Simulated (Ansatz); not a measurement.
# Si: a line through a two-coordinate scan, part 2 of 2

One line of a two-coordinate grid on Si (Ia-3, No. 206; 8 atoms in the cell): volume per atom is varied, at c/a of the conventional cell = 0.930.

Ansatz 0.2.0; DFT PBEsol, scalar-relativistic, plane waves, PAW. The steps go on from the part before.

**8. The run at (18.252 Å³, 0.930)**

The input, input.yaml:

```yaml
crystal:
  lattice:
    - [-3.3982451588, 3.3982451588, 3.1610476467]
    - [3.3982451588, -3.3982451588, 3.1610476467]
    - [3.3982451588, 3.3982451588, -3.1610476467]
  atoms:
    - { symbol: Si, position: [0.2047947401, 0.2047947401, 0.2047947401] }
    - { symbol: Si, position: [0.5, 0.0, 0.2952052599] }
    - { symbol: Si, position: [0.2952052599, 0.5, 0.0] }
    - { symbol: Si, position: [0.0, 0.2952052599, 0.5] }
    - { symbol: Si, position: [0.7952052599, 0.7952052599, 0.7952052599] }
    - { symbol: Si, position: [0.5, 0.0, 0.7047947401] }
    - { symbol: Si, position: [0.7047947401, 0.5, 0.0] }
    - { symbol: Si, position: [0.0, 0.7047947401, 0.5] }
basis:
  ecutwfc: 420
kpoints:
  mp_grid: { grid: [10, 10, 10] }
hamiltonian:
  xc: pbesol
  pseudopotentials: { kind: paw, azcp: { folder: soft_1 } }
scf:
  occupations: { method: gaussian, width: 0.15 }
output:
  forces: true
  stress: true
  eigenvalues: true
```

Run with:

```console
> ansatz run input.yaml --threads 4 --pin off --max-ram 8192MiB --backend cpu --events-out ev --progress --plain --runs-dir out
```

Output, shortened:

```text
Warning: <dir> the record states the generating functional pbe (its physics header spells it `PBE`), which answers neither for hamiltonian.xc's functional nor for the pbesol family's — results may be inconsistent (PPs are generated against a specific XC)
Warning: RAYON_NUM_THREADS=4 ignored (pool sized by the plan → 4); use --threads N
[...]
Pseudopotentials: kind: paw
Pseudopotential: Si, paw, valence charge 4, recommended cutoff 420 eV (normal), <dir>
Functional definition: PBEsol
[...]
Crystal: 8 atoms, lattice volume = 146.016 Å³
Basis set: ecut = 420 eV, 2863 PW (Γ), exchange–correlation on 80×80×80 points (8 copies of the dense FFT grid, shifted against one another)
Bands: 24, of which v1, the nominal top of the filled ones, is band 16 counted from 1 (15 counted from 0)
Symmetry: 8 space group operations
Space group: Ibca (ITA 73), of the structure as read, at distance tolerance 5.3e-5 Å
k-points: 171 of 1000
[...]
SCF iter   1: F=—  HF=-4971.512858 eV  |F-HF|=—  |Δ(HF+E_count)|=         —  Δρ=4.46e-2  dr2=2.65e0  ethr=3.10e-3  ⟨swp⟩=7.9  Hψ=26606  notcnv=0
[...]
SCF iter   7: F=-4970.772666 eV  HF=-4970.772666 eV  |F-HF|=6.37e-12  |Δ(HF+E_count)|=   1.84e-8  Δρ=1.84e-6  dr2=6.55e-9  ethr=3.13e-10  ⟨swp⟩=11.8  Hψ=21477  notcnv=0
[...]
SCF converged after 7 iterations
Free energy (F): -4970.772666 eV
[...]
E sigma→0 (E₀):  -4970.766583 eV
Entropy (-TS):   -0.012166 eV (-1.521 meV/atom)
Fermi energy:    7.437861 eV
[...]
--- Forces (eV/Å), atoms counted from 1 ---
  atom   1  Si    -0.14134122     0.32358076    -0.28109957
  atom   2  Si     0.14134122    -0.32358076    -0.28109957
  atom   3  Si    -0.14134122    -0.32358076     0.28109957
  atom   4  Si     0.14134122     0.32358076     0.28109957
  atom   5  Si     0.14134122    -0.32358076     0.28109957
  atom   6  Si    -0.14134122     0.32358076     0.28109957
  atom   7  Si     0.14134122     0.32358076    -0.28109957
  atom   8  Si    -0.14134122    -0.32358076    -0.28109957
[...]
--- Stress (GPa, compression-positive) ---
       -4.782465       0.000000       0.000000
        0.000000      -4.479521       0.000000
        0.000000       0.000000       5.196550
  P = ⅓ Tr σ = -1.3551 GPa (-13.551 kbar)
--- Band table (eV; the first three rows and the last of 171) ---
[... band rows left out ...]
[...]
```

Run time: 2.6 s. Hardware: 4 threads of AMD EPYC 9R45 (Zen 5), shared host; peak memory 0.77 GiB.

Energy on the map's scale: 29 meV/atom.

**9. Grid point (18.540 Å³, 0.930)**

input.yaml, as its differences from that of step 8:

```diff
@@ -2,5 +2,5 @@
   lattice:
-    - [-3.3982451588, 3.3982451588, 3.1610476467]
-    - [3.3982451588, -3.3982451588, 3.1610476467]
-    - [3.3982451588, 3.3982451588, -3.1610476467]
+    - [-3.4160257056, 3.4160257056, 3.1775871114]
+    - [3.4160257056, -3.4160257056, 3.1775871114]
+    - [3.4160257056, 3.4160257056, -3.1775871114]
   atoms:
```

Run with:

```console
> ansatz run input.yaml --threads 4 --pin off --max-ram 8192MiB --backend cpu --events-out ev --progress --plain --runs-dir out
```

Output, shortened:

```text
[...]
SCF converged after 7 iterations
Free energy (F): -4970.742635 eV
[...]
E sigma→0 (E₀):  -4970.736618 eV
Entropy (-TS):   -0.012035 eV (-1.504 meV/atom)
Fermi energy:    7.265864 eV
[...]
--- Forces (eV/Å), atoms counted from 1 ---
  atom   1  Si    -0.16930539     0.25901447    -0.29891157
  atom   2  Si     0.16930539    -0.25901447    -0.29891157
  atom   3  Si    -0.16930539    -0.25901447     0.29891157
  atom   4  Si     0.16930539     0.25901447     0.29891157
  atom   5  Si     0.16930539    -0.25901447     0.29891157
  atom   6  Si    -0.16930539     0.25901447     0.29891157
  atom   7  Si     0.16930539     0.25901447    -0.29891157
  atom   8  Si    -0.16930539    -0.25901447    -0.29891157
[...]
--- Stress (GPa, compression-positive) ---
       -6.135249      -0.000000      -0.000000
       -0.000000      -5.845031       0.000000
       -0.000000       0.000000       3.578783
  P = ⅓ Tr σ = -2.8005 GPa (-28.005 kbar)
--- Band table (eV; the first three rows and the last of 171) ---
  k-point 0: bands = ["-5.2804", "-1.0027", "-0.9579", "-0.4641", "-0.2945", "0.8076", "0.8198", "1.0688", "2.3544", "2.4742", "3.1150", "3.3074", "3.3762", "5.5968", "5.6556", "6.9935", "8.4471", "8.5253", "10.0315", "10.7240", "10.8508", "11.3645", "12.2733", "12.5864"]
[...]
```

Wall time 2.9 s (4 threads of AMD EPYC 9R45 (Zen 5), shared host); peak memory 0.78 GiB.

On the map this point reads 33 meV/atom.

**10. Grid point (18.827 Å³, 0.930)**

input.yaml, as its differences from that of step 9:

```diff
@@ -2,5 +2,5 @@
   lattice:
-    - [-3.4160257056, 3.4160257056, 3.1775871114]
-    - [3.4160257056, -3.4160257056, 3.1775871114]
-    - [3.4160257056, 3.4160257056, -3.1775871114]
+    - [-3.4335622674, 3.4335622674, 3.1938996211]
+    - [3.4335622674, -3.4335622674, 3.1938996211]
+    - [3.4335622674, 3.4335622674, -3.1938996211]
   atoms:
```

Run with:

```console
> ansatz run input.yaml --threads 4 --pin off --max-ram 8192MiB --backend cpu --events-out ev --progress --plain --runs-dir out
```

Output, shortened:

```text
[...]
SCF converged after 7 iterations
Free energy (F): -4970.692900 eV
[...]
E sigma→0 (E₀):  -4970.686931 eV
Entropy (-TS):   -0.011938 eV (-1.492 meV/atom)
Fermi energy:    7.098782 eV
[...]
--- Forces (eV/Å), atoms counted from 1 ---
  atom   1  Si    -0.19546681     0.19832436    -0.31562928
  atom   2  Si     0.19546681    -0.19832436    -0.31562928
  atom   3  Si    -0.19546681    -0.19832436     0.31562928
  atom   4  Si     0.19546681     0.19832436     0.31562928
  atom   5  Si     0.19546681    -0.19832436     0.31562928
  atom   6  Si    -0.19546681     0.19832436     0.31562928
  atom   7  Si     0.19546681     0.19832436    -0.31562928
  atom   8  Si    -0.19546681    -0.19832436    -0.31562928
[...]
--- Stress (GPa, compression-positive) ---
       -7.365637       0.000000       0.000000
        0.000000      -7.087066       0.000000
        0.000000       0.000000       2.088455
  P = ⅓ Tr σ = -4.1214 GPa (-41.214 kbar)
--- Band table (eV; the first three rows and the last of 171) ---
  k-point 0: bands = ["-5.3385", "-1.1425", "-1.0815", "-0.5949", "-0.4255", "0.6789", "0.6980", "0.9369", "2.2577", "2.3764", "3.0149", "3.2030", "3.2716", "5.4440", "5.5014", "6.8212", "8.2752", "8.3507", "9.8380", "10.5151", "10.6487", "11.1400", "12.0286", "12.3301"]
[...]
```

Run time: 2.9 s. Hardware: 4 threads of AMD EPYC 9R45 (Zen 5), shared host; peak memory 0.78 GiB.

Energy on the map's scale: 39 meV/atom.

**11. The run at (19.115 Å³, 0.930)**

input.yaml, as its differences from that of step 10:

```diff
@@ -2,5 +2,5 @@
   lattice:
-    - [-3.4335622674, 3.4335622674, 3.1938996211]
-    - [3.4335622674, -3.4335622674, 3.1938996211]
-    - [3.4335622674, 3.4335622674, -3.1938996211]
+    - [-3.4509816839, 3.4509816839, 3.2101031624]
+    - [3.4509816839, -3.4509816839, 3.2101031624]
+    - [3.4509816839, 3.4509816839, -3.2101031624]
   atoms:
@@ -27 +27,5 @@
   eigenvalues: true
+  write_density: true
+  write_potential: true
+  elf: true
+  volumetric_format: npy
```

Run with:

```console
> ansatz run input.yaml --threads 4 --pin off --max-ram 8192MiB --backend cpu --events-out ev --progress --plain --runs-dir out
```

Output, shortened:

```text
[...]
SCF converged after 7 iterations
Free energy (F): -4970.624770 eV
[...]
E sigma→0 (E₀):  -4970.618836 eV
Entropy (-TS):   -0.011868 eV (-1.483 meV/atom)
Fermi energy:    6.935213 eV
[...]
--- Forces (eV/Å), atoms counted from 1 ---
  atom   1  Si    -0.22008974     0.14090549    -0.33143731
  atom   2  Si     0.22008974    -0.14090549    -0.33143731
  atom   3  Si    -0.22008974    -0.14090549     0.33143731
  atom   4  Si     0.22008974     0.14090549     0.33143731
  atom   5  Si     0.22008974    -0.14090549     0.33143731
  atom   6  Si    -0.22008974     0.14090549     0.33143731
  atom   7  Si     0.22008974     0.14090549    -0.33143731
  atom   8  Si    -0.22008974    -0.14090549    -0.33143731
[...]
--- Stress (GPa, compression-positive) ---
       -8.491151      -0.000000      -0.000000
       -0.000000      -8.223392       0.000000
       -0.000000       0.000000       0.706226
  P = ⅓ Tr σ = -5.3361 GPa (-53.361 kbar)
--- Band table (eV; the first three rows and the last of 171) ---
  k-point 0: bands = ["-5.3952", "-1.2785", "-1.2021", "-0.7225", "-0.5534", "0.5530", "0.5788", "0.8078", "2.1634", "2.2811", "2.9172", "3.1013", "3.1697", "5.2952", "5.3511", "6.6534", "8.1066", "8.1792", "9.6474", "10.3106", "10.4510", "10.9200", "11.7883", "12.0786"]
[...]
```

It took 3.6 s on 4 threads of AMD EPYC 9R45 (Zen 5), shared host; peak memory 0.8 GiB.

That is 48 meV/atom from the zero.

**12. Grid point (19.402 Å³, 0.930)**

input.yaml, as its differences from that of step 11:

```diff
@@ -2,5 +2,5 @@
   lattice:
-    - [-3.4509816839, 3.4509816839, 3.2101031624]
-    - [3.4509816839, -3.4509816839, 3.2101031624]
-    - [3.4509816839, 3.4509816839, -3.2101031624]
+    - [-3.4681674154, 3.4681674154, 3.2260893298]
+    - [3.4681674154, -3.4681674154, 3.2260893298]
+    - [3.4681674154, 3.4681674154, -3.2260893298]
   atoms:
@@ -27,5 +27 @@
   eigenvalues: true
-  write_density: true
-  write_potential: true
-  elf: true
-  volumetric_format: npy
```

Run with:

```console
> ansatz run input.yaml --threads 4 --pin off --max-ram 8192MiB --backend cpu --events-out ev --progress --plain --runs-dir out
```

Output, shortened:

```text
Warning: <dir> the record states the generating functional pbe (its physics header spells it `PBE`), which answers neither for hamiltonian.xc's functional nor for the pbesol family's — results may be inconsistent (PPs are generated against a specific XC)
Warning: RAYON_NUM_THREADS=4 ignored (pool sized by the plan → 4); use --threads N
[...]
Pseudopotentials: kind: paw
Pseudopotential: Si, paw, valence charge 4, recommended cutoff 420 eV (normal), <dir>
Functional definition: PBEsol
[...]
Crystal: 8 atoms, lattice volume = 155.216 Å³
Basis set: ecut = 420 eV, 2991 PW (Γ), exchange–correlation on 80×80×80 points (8 copies of the dense FFT grid, shifted against one another)
Bands: 24, of which v1, the nominal top of the filled ones, is band 16 counted from 1 (15 counted from 0)
Symmetry: 8 space group operations
Space group: Ibca (ITA 73), of the structure as read, at distance tolerance 5.4e-5 Å
k-points: 171 of 1000
[...]
SCF iter   1: F=—  HF=-4971.185781 eV  |F-HF|=—  |Δ(HF+E_count)|=         —  Δρ=4.12e-2  dr2=2.42e0  ethr=3.10e-3  ⟨swp⟩=7.8  Hψ=26203  notcnv=0
[...]
SCF iter   7: F=-4970.540241 eV  HF=-4970.540241 eV  |F-HF|=3.80e-10  |Δ(HF+E_count)|=   2.80e-8  Δρ=2.00e-6  dr2=8.46e-9  ethr=3.13e-10  ⟨swp⟩=11.8  Hψ=21732  notcnv=0
[...]
SCF converged after 7 iterations
Free energy (F): -4970.540241 eV
[...]
E sigma→0 (E₀):  -4970.534330 eV
Entropy (-TS):   -0.011821 eV (-1.478 meV/atom)
Fermi energy:    6.776077 eV
[...]
--- Forces (eV/Å), atoms counted from 1 ---
  atom   1  Si    -0.24307661     0.08698214    -0.34629184
  atom   2  Si     0.24307661    -0.08698214    -0.34629184
  atom   3  Si    -0.24307661    -0.08698214     0.34629184
  atom   4  Si     0.24307661     0.08698214     0.34629184
  atom   5  Si     0.24307661    -0.08698214     0.34629184
  atom   6  Si    -0.24307661     0.08698214     0.34629184
  atom   7  Si     0.24307661     0.08698214    -0.34629184
  atom   8  Si    -0.24307661    -0.08698214    -0.34629184
[...]
--- Stress (GPa, compression-positive) ---
       -9.512130       0.000000       0.000000
        0.000000      -9.254498       0.000000
        0.000000       0.000000      -0.566464
  P = ⅓ Tr σ = -6.4444 GPa (-64.444 kbar)
--- Band table (eV; the first three rows and the last of 171) ---
[... band rows left out ...]
[...]
```

It took 2.8 s on 4 threads of AMD EPYC 9R45 (Zen 5), shared host; peak memory 0.79 GiB.

Energy on the map's scale: 58 meV/atom.

**13. The line in numbers**

This closing draws on all 2 parts.

```
volume per atom (Å³)  step  energy (meV/atom)  slope (meV/atom per Å³)  pressure (GPa)  largest force on an atom (eV/Å)
              16.528     3                 73                      −65            10.4                             0.81
              16.815     4                 56                      −50             8.0                             0.73
              17.103     5                 44                      −36             5.8                             0.65
              17.390     –                 35                      −24             3.8                             0.59
              17.678     7                 30                      −12             1.9                             0.53
              17.965     –                 28                       −1             0.2                             0.48
              18.252     8                 29                        8            −1.4                             0.45
              18.540     9                 33                       17            −2.8                             0.43
              18.827    10                 39                       26            −4.1                             0.42
              19.115    11                 48                       33            −5.3                             0.42
              19.402    12                 58                       40            −6.4                             0.43
```

Energies count from the relaxed crystal. Rows without a step come from runs not printed here or follow by symmetry. Slopes come from the forces (and the stress, where the cell changes), not from differences of energies.

```tsv
run	outcome
step 6, run with ecutrho_ratio 9, dispersion d4 (against step 5)	-218.0 meV/atom; the pressure goes from 5.8 to 3.9 GPa
```

**Reading.** Along the line the energy is lowest at 17.965 Å³, 28 meV/atom from the zero. Energies and slopes round the minimum, fitted together, put the minimum at 18.0023 Å³, with a curvature of about 35 meV/atom per (Å³)². V·d²E/dV² there is about 100 GPa, a bulk modulus under this line's constraint. The well is lopsided: two grid steps out, the energy rises by 7 meV/atom towards smaller values and 4.8 meV/atom towards larger ones. The highest point computed, at 16.528 Å³, lies 44 meV/atom above the lowest. This is one cut through a surface in two coordinates; the map's lowest point lies off it. A rigid map gives upper bounds: relaxing the other coordinates can only lower a point.
